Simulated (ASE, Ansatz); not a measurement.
# Random fluorite-type (Zr, Ce, Hf, Sn, Ti)O2 solid solution (96 atoms): geometry optimisation, part 2 of 3

Aim: bring random fluorite-type (Zr, Ce, Hf, Sn, Ti)O2 solid solution (96 atoms) to a nearby minimum of the energy and see what moves.

Ansatz 0.2.0; Kohn-Sham DFT, revPBE, PAW (set soft_2), plane waves.

The cell: 7 Ti, 64 O, 8 Sn, 8 Ce, 5 Hf and 4 Zr. The host structure and its lattice constant were typed by rule, without a check against the phase diagram. The main run has no spin polarisation. Only the Γ point is sampled, in a cell whose shortest periodic width is 10 Å. The levels lack spin–orbit coupling.

So far. Step 2 (Single point at the start): The r.m.s. force component of 0.97 eV/Å and the pressure of 14 GPa set the starting point.

## (3) Relaxation

With the cell held, the atoms are moved downhill towards a nearby minimum.

Input file input.yaml:

```yaml
crystal:
  lattice:
    - [10.2, 0.0, 0.0]
    - [0.0, 10.2, 0.0]
    - [0.0, 0.0, 10.2]
  atoms:
    [... the 96 atom lines of step 2 ...]
kpoints:
  mp_grid: { grid: [1, 1, 1] }
hamiltonian:
  xc: revpbe
scf:
  occupations: { method: fixed }
output:
  forces: true
relax:
  f_tol: 0.05
  max_steps: 200
```

Command:

```console
$ ansatz run input.yaml --threads 4 --pin off --max-ram 8192MiB --backend cpu --events-out ev --progress --plain --runs-dir out
```

Numbers of over 12 decimals in the logs are rounded to 6 here.

Output:

```text
[...]
Crystal: 96 atoms, lattice volume = 1061.208 Å³
Basis set: ecut = 420 eV, 20719 PW (Γ), exchange–correlation on 144×144×144 points (8 copies of the dense FFT grid, shifted against one another)
Bands: 523, of which v1, the nominal top of the filled ones, is band 427 counted from 1 (426 counted from 0)
Symmetry: 1 space group operations
[...]
k-points: 1
[...]
SCF iter   1: F=—  HF=-250308.854187 eV  |F-HF|=—  |Δ(HF+E_count)|=         —  Δρ=8.64e-3  dr2=9.04e-1  ethr=1.77e-3  ⟨swp⟩=4.0  Hψ=1486  notcnv=0  defer=89
[...]
SCF iter   9: F=-250308.758596 eV  HF=-250308.758587 eV  |F-HF|=9.31e-6  |Δ(HF+E_count)|=   5.89e-5  Δρ=3.98e-5  dr2=1.77e-5  ethr=7.32e-9  ⟨swp⟩=5.0  Hψ=1614  notcnv=0
SCF 1 converged in 9 iterations: F = -250308.758596 eV  dr2 = 1.77e-5
[...]
relax step   1: F+E_penalty+E_count = -250308.75859613 eV  Δ(F+E_penalty+E_count) = +0.000e0 eV  max|allowed force component| = 3.216e0 eV/Å  Δτ_max = 0.0000 Å  (9 SCF iters, dr2 threshold 6.25e-5 eV, accepted)
[...]
relax step   2: F+E_penalty+E_count = -250315.63975180 eV  Δ(F+E_penalty+E_count) = -6.881e0 eV  max|allowed force component| = 7.445e-1 eV/Å  Δτ_max = 0.1977 Å  (10 SCF iters, dr2 threshold 1.00e-4 eV, accepted)
[...]
relax step   3: F+E_penalty+E_count = -250316.53195508 eV  Δ(F+E_penalty+E_count) = -8.922e-1 eV  max|allowed force component| = 1.121e0 eV/Å  Δτ_max = 0.2000 Å  (10 SCF iters, dr2 threshold 3.46e-5 eV, accepted)
relax step   4: F+E_penalty+E_count = -250318.33238206 eV  Δ(F+E_penalty+E_count) = -1.800e0 eV  max|allowed force component| = 1.263e0 eV/Å  Δτ_max = 0.2000 Å  (9 SCF iters, dr2 threshold 7.86e-5 eV, accepted)
relax step   5: F+E_penalty+E_count = -250320.89498888 eV  Δ(F+E_penalty+E_count) = -2.563e0 eV  max|allowed force component| = 8.464e-1 eV/Å  Δτ_max = 0.1952 Å  (9 SCF iters, dr2 threshold 1.00e-4 eV, accepted)
relax step   6: F+E_penalty+E_count = -250322.85574348 eV  Δ(F+E_penalty+E_count) = -1.961e0 eV  max|allowed force component| = 6.218e-1 eV/Å  Δτ_max = 0.2000 Å  (9 SCF iters, dr2 threshold 1.00e-4 eV, accepted)
relax step   7: F+E_penalty+E_count = -250323.90392578 eV  Δ(F+E_penalty+E_count) = -1.048e0 eV  max|allowed force component| = 4.939e-1 eV/Å  Δτ_max = 0.2000 Å  (9 SCF iters, dr2 threshold 1.00e-4 eV, accepted)
relax step   8: F+E_penalty+E_count = -250324.51225435 eV  Δ(F+E_penalty+E_count) = -6.083e-1 eV  max|allowed force component| = 3.414e-1 eV/Å  Δτ_max = 0.1900 Å  (8 SCF iters, dr2 threshold 1.00e-4 eV, accepted)
relax step   9: F+E_penalty+E_count = -250325.03677576 eV  Δ(F+E_penalty+E_count) = -5.245e-1 eV  max|allowed force component| = 8.227e-1 eV/Å  Δτ_max = 0.1851 Å  (9 SCF iters, dr2 threshold 5.57e-5 eV, accepted)
relax step  10: F+E_penalty+E_count = -250325.09654998 eV  Δ(F+E_penalty+E_count) = -5.977e-2 eV  max|allowed force component| = 6.611e-1 eV/Å  Δτ_max = 0.1428 Å  (8 SCF iters, dr2 threshold 1.00e-4 eV, accepted)
relax step  11: F+E_penalty+E_count = -250325.41226242 eV  Δ(F+E_penalty+E_count) = -3.157e-1 eV  max|allowed force component| = 3.929e-1 eV/Å  Δτ_max = 0.2000 Å  (9 SCF iters, dr2 threshold 1.00e-4 eV, accepted)
relax step  12: F+E_penalty+E_count = -250325.49931932 eV  Δ(F+E_penalty+E_count) = -8.706e-2 eV  max|allowed force component| = 2.915e-1 eV/Å  Δτ_max = 0.2000 Å  (9 SCF iters, dr2 threshold 5.45e-5 eV, accepted)
relax step  13: F+E_penalty+E_count = -250325.54576893 eV  Δ(F+E_penalty+E_count) = -4.645e-2 eV  max|allowed force component| = 1.855e-1 eV/Å  Δτ_max = 0.0253 Å  (7 SCF iters, dr2 threshold 3.00e-5 eV, accepted)
relax step  14: F+E_penalty+E_count = -250325.54516196 eV  Δ(F+E_penalty+E_count) = +6.070e-4 eV  max|allowed force component| = 3.720e-1 eV/Å  Δτ_max = 0.2000 Å  (9 SCF iters, dr2 threshold 1.39e-5 eV, rejected (line search))
relax step  15: F+E_penalty+E_count = -250325.59790872 eV  Δ(F+E_penalty+E_count) = -5.214e-2 eV  max|allowed force component| = 6.895e-2 eV/Å  Δτ_max = 0.0963 Å  (13 SCF iters, accepted)
relax step  16: F+E_penalty+E_count = -250325.61857073 eV  Δ(F+E_penalty+E_count) = -2.066e-2 eV  max|allowed force component| = 9.962e-2 eV/Å  Δτ_max = 0.1000 Å  (13 SCF iters, accepted)
relax step  17: F+E_penalty+E_count = -250325.62166270 eV  Δ(F+E_penalty+E_count) = -3.092e-3 eV  max|allowed force component| = 7.475e-2 eV/Å  Δτ_max = 0.0386 Å  (10 SCF iters, accepted)
relax step  18: F+E_penalty+E_count = -250325.61165215 eV  Δ(F+E_penalty+E_count) = +1.001e-2 eV  max|allowed force component| = 1.638e-1 eV/Å  Δτ_max = 0.2000 Å  (10 SCF iters, dr2 threshold 3.15e-6 eV, rejected (line search))
relax step  19: F+E_penalty+E_count = -250325.63359461 eV  Δ(F+E_penalty+E_count) = -1.193e-2 eV  max|allowed force component| = 5.540e-2 eV/Å  Δτ_max = 0.0990 Å  (12 SCF iters, accepted)
relax step  20: F+E_penalty+E_count = -250325.61837104 eV  Δ(F+E_penalty+E_count) = +1.522e-2 eV  max|allowed force component| = 2.000e-1 eV/Å  Δτ_max = 0.1000 Å  (12 SCF iters, rejected (line search))
relax step  21: F+E_penalty+E_count = -250325.63588519 eV  Δ(F+E_penalty+E_count) = -2.291e-3 eV  max|allowed force component| = 1.337e-1 eV/Å  Δτ_max = 0.0498 Å  (12 SCF iters, accepted)
relax step  22: F+E_penalty+E_count = -250325.63783943 eV  Δ(F+E_penalty+E_count) = -1.954e-3 eV  max|allowed force component| = 4.094e-2 eV/Å  Δτ_max = 0.0500 Å  (7 SCF iters, dr2 threshold 9.82e-6 eV, accepted)
[...]
relax step  23: F+E_penalty+E_count = -250325.63784551 eV  Δ(F+E_penalty+E_count) = -6.075e-6 eV  max|allowed force component| = 4.067e-2 eV/Å  Δτ_max = 0.0000 Å  (5 SCF iters, accepted)
SCF converged after 5 iterations
Free energy (F): -250325.637846 eV
[...]
Internal energy: -250325.637846 eV  (E = F + TS)
E sigma→0 (E₀):  -250325.637846 eV
Fermi energy:    12.165497 eV
[...]
--- Forces (eV/Å), atoms counted from 1 ---
  atom   1  Ti    -0.00856126     0.00643088     0.00307362
  atom   2  O      0.00667617     0.00778661    -0.00227113
  atom   3  O      0.00616792     0.00239018     0.00813998
  atom   4  Sn    -0.00596925    -0.01686984     0.00610037
  atom   5  O      0.01290576     0.00632581     0.00595329
  atom   6  O      0.00496072    -0.00022713    -0.00225128
  atom   7  Sn    -0.01600516     0.00176195     0.00103965
  atom   8  O     -0.01278861     0.00127652    -0.00928802
  atom   9  O      0.00870100     0.00060899     0.00155505
  atom  10  Ce    -0.01080108     0.00104065    -0.00562777
  atom  11  O      0.00754851    -0.00499234     0.01675597
  atom  12  O      0.00992546     0.00217743     0.00297868
  atom  13  Hf    -0.00731799     0.03176855     0.03810999
  atom  14  O      0.00842693     0.01185304    -0.00005741
[...]
atom  95  O      0.00778410    -0.00237781    -0.00571751
  atom  96  O     -0.00454435    -0.00962048    -0.00599726
  max |Σ_I F_I| component: 1.74e-4 eV/Å
--- Relaxed structure (23 steps of the walk, 20 accepted, 0 SCFs on fresh bases) ---
  F+E_penalty+E_count = -250325.63784551 eV   max|allowed force component| = 4.067e-2 eV/Å
  atoms:
    - { symbol: Ti, position: [1.004966, 0.971346, -0.00823647] }
    - { symbol: O, position: [0.098205, 0.104504, 0.108595] }
    - { symbol: O, position: [0.357585, 0.372512, 0.380336] }
    - { symbol: Sn, position: [0.00696226, 0.226824, 0.249574] }
[...]
- { symbol: O, position: [0.635457, 0.574081, 0.884110] }
```

Run time: 2.8 min. Hardware: 4 threads of AMD EPYC 9R45, shared host; peak memory 2 GiB.

Step by step (22 of 23):

```csv
step,energy less that of the first step (eV),largest force component (eV/Å)
1,0.0000,3.2157
2,-6.8812,0.7445
3,-7.7734,1.1214
4,-9.5738,1.2629
5,-12.1364,0.8464
6,-14.0971,0.6218
7,-15.1453,0.4939
8,-15.7537,0.3414
9,-16.2782,0.8227
10,-16.3380,0.6611
11,-16.6537,0.3929
13,-16.7872,0.1855
14,-16.7866,0.3720
15,-16.8393,0.0689
16,-16.8600,0.0996
17,-16.8631,0.0748
18,-16.8531,0.1638
19,-16.8750,0.0554
20,-16.8598,0.2000
21,-16.8773,0.1337
22,-16.8792,0.0409
23,-16.8792,0.0407
```

Relaxation steps 14, 18, 20 were tried and not accepted.

The atoms that moved most (Å):

```csv
atom,dx,dy,dz,length
O33,0.470,0.008,-0.677,0.824
O26,-0.396,0.003,0.704,0.808
O35,0.458,-0.480,-0.460,0.807
O30,-0.659,-0.250,-0.324,0.776
O68,0.582,0.074,0.501,0.772
O41,-0.441,0.392,-0.473,0.756
O80,0.399,0.458,0.448,0.755
O27,-0.374,-0.236,-0.611,0.755
```

The relaxation changed the energy by -176 meV/atom, and atoms moved by 0.43 Å r.m.s., 0.82 Å at most.

## (4) Structure statistics after relaxation

Bonds before and after, by the cutoffs listed below:

```csv
pair,bonds before,bonds after,mean before (Å),mean after (Å),spread before (Å),spread after (Å)
O-Ce,64,64,2.211,2.309,0.030,0.102
O-Sn,64,50,2.205,2.096,0.028,0.116
O-Ti,56,43,2.209,1.994,0.028,0.130
O-Hf,40,37,2.211,2.156,0.032,0.082
O-Zr,32,31,2.210,2.184,0.025,0.115
```

Density 7.33 g/cm³, 11.05 Å³ an atom.

g(r), total and by pair (bins of 0.2 Å):

```csv
r (Å),total,O-O,O-Ce,O-Sn,O-Ti,O-Hf,O-Zr
1.70,0.03,0.00,0.00,0.00,0.30,0.00,0.00
1.90,0.86,0.00,0.00,1.69,6.67,0.00,0.42
2.10,1.99,0.00,1.41,6.57,2.40,7.42,6.30
2.30,1.46,0.08,7.07,1.09,0.91,3.10,3.86
2.50,1.42,2.71,1.46,0.26,0.00,0.00,0.26
2.70,1.33,2.79,0.00,0.34,0.39,0.17,0.00
2.90,0.62,1.08,0.00,0.69,0.56,0.00,0.19
3.10,0.53,0.98,0.00,0.27,0.48,0.28,0.00
3.30,0.44,0.64,0.07,0.00,0.00,0.12,0.00
3.50,1.11,0.98,0.26,0.33,0.30,0.21,0.27
3.70,1.22,0.98,0.54,0.67,0.88,0.57,0.59
3.90,1.08,1.03,1.14,0.98,0.98,1.21,1.18
4.10,1.38,0.93,1.96,2.09,2.35,2.21,2.04
4.30,1.39,0.99,1.70,2.38,2.30,2.00,2.31
4.50,1.10,0.70,2.25,1.69,1.22,1.90,1.87
4.70,0.61,0.65,0.87,0.71,0.60,0.54,0.60
4.90,0.58,0.78,0.27,0.31,0.47,0.44,0.13
5.10,0.98,1.32,0.60,0.50,0.51,0.81,0.56
5.30,0.97,1.06,0.82,0.99,1.24,0.79,0.82
5.50,1.02,0.98,1.48,1.18,1.12,1.35,1.20
5.70,1.00,1.10,1.17,1.27,0.82,0.97,1.37
5.90,0.94,1.20,0.59,0.76,0.84,0.65,0.71
6.10,1.14,1.45,0.40,0.57,0.68,0.46,0.53
6.30,1.30,1.26,0.87,0.94,0.83,0.99,0.82
6.50,1.07,0.84,1.31,1.28,1.14,1.03,1.52
6.70,0.90,0.68,1.38,1.03,1.41,1.35,1.06
6.90,0.80,0.61,1.20,0.92,0.97,1.17,1.08
7.10,0.85,0.74,0.77,1.06,1.17,0.86,0.69
```

Bonds by pair of elements; cutoffs follow the first minimum of g(r), held within bounds set by covalent radii, and pairs that aren't listed don't count as bonded:

```csv
pair A-B,cutoff (Å),bonds,mean length (Å),spread (Å),shortest (Å),B about A,A about B
O-Ce,2.93,64,2.31,0.102,2.11,1,8
O-Sn,2.52,50,2.10,0.116,1.97,0.781,6.25
O-Ti,2.52,43,1.99,0.13,1.79,0.672,6.14
O-Hf,2.58,37,2.16,0.082,2.05,0.578,7.4
O-Zr,2.73,31,2.18,0.115,1.97,0.484,7.75
```

How many atoms have how many bonded neighbours:

```csv
element,mean,2,3,4,6,7,8
Ce,8,0,0,0,0,0,8
Hf,7.4,0,0,0,0,3,2
O,3.52,1,29,34,0,0,0
Sn,6.25,0,0,0,6,2,0
Ti,6.14,0,0,0,6,1,0
Zr,7.75,0,0,0,0,1,3
```

Bond angles, per cent of each kind in bins of 5°:

```csv
angle (°),O-Ce-O,O-Sn-O,O-Hf-O,O-Ti-O,O-Zr-O
60–65,2.7,0.0,0.8,0.0,0.0
65–70,16.1,3.8,5.0,1.8,13.3
70–75,16.1,14.4,21.8,9.9,19.0
75–80,7.1,12.9,12.6,18.0,8.6
80–85,0.4,10.6,5.0,9.0,1.9
85–90,1.3,1.5,2.5,4.5,5.7
90–95,1.8,4.5,3.4,5.4,5.7
95–100,6.7,3.8,4.2,9.0,1.9
100–105,5.8,12.1,4.2,8.1,3.8
105–110,6.7,4.5,1.7,6.3,2.9
110–115,5.8,4.5,5.9,2.7,3.8
115–120,7.1,4.5,5.9,0.0,4.8
120–125,5.4,3.0,5.0,2.7,5.7
125–130,1.8,1.5,5.0,1.8,6.7
130–135,0.9,2.3,1.7,4.5,1.9
135–140,0.0,2.3,0.8,0.0,0.0
140–145,0.0,0.0,0.8,0.9,0.0
145–150,0.0,0.0,0.0,2.7,0.0
150–155,0.4,1.5,4.2,1.8,4.8
155–160,1.3,1.5,1.7,1.8,1.0
160–165,2.7,0.8,3.4,0.9,6.7
165–170,5.8,3.8,3.4,0.9,1.9
170–175,3.6,5.3,0.8,3.6,0.0
175–180,0.4,0.8,0.0,3.6,0.0
```

Bond angles (no mean is given where the spread exceeds 20°):

```csv
angle,count,mean (°),spread (°)
O-Ce-O,224,-,-
O-Sn-O,132,-,-
O-Hf-O,119,-,-
O-Ti-O,111,-,-
O-Zr-O,105,-,-
```

Bond length by coordination (bonds to H left out):

```csv
element,coordination,atoms,mean bond length (Å)
Hf,7,3,2.14
Hf,8,2,2.18
O,2,1,1.93
O,3,29,2.08
O,4,34,2.21
Sn,6,6,2.08
Sn,7,2,2.15
Ti,6,6,1.99
Ti,7,1,2.04
Zr,7,1,2.14
Zr,8,3,2.20
```

First main peaks of g(r), for some of the pairs, lie near 2.59 Å (O-O), 2.28 Å (O-Ce), 2.05 Å (O-Sn), 1.94 Å (O-Ti), 2.14 Å (O-Hf) and 2.14 Å (O-Zr). With the cutoffs above, all Ce atoms have 8, 60 % of Hf atoms have 7, 53 % of O atoms have 4 and 75 % of Sn atoms have 6 bonded neighbours.

[end of part 2 of 3]

[Logs are printed without paths, hosts, clocks, repeated set-up lines and the standing remarks that a program may print on its own settings, such as how far it seeks lower states.]

[Hosts, paths, dates, database ids (printed as entryN), source tags and the programs' standing remarks are cut or masked in the printed files.]
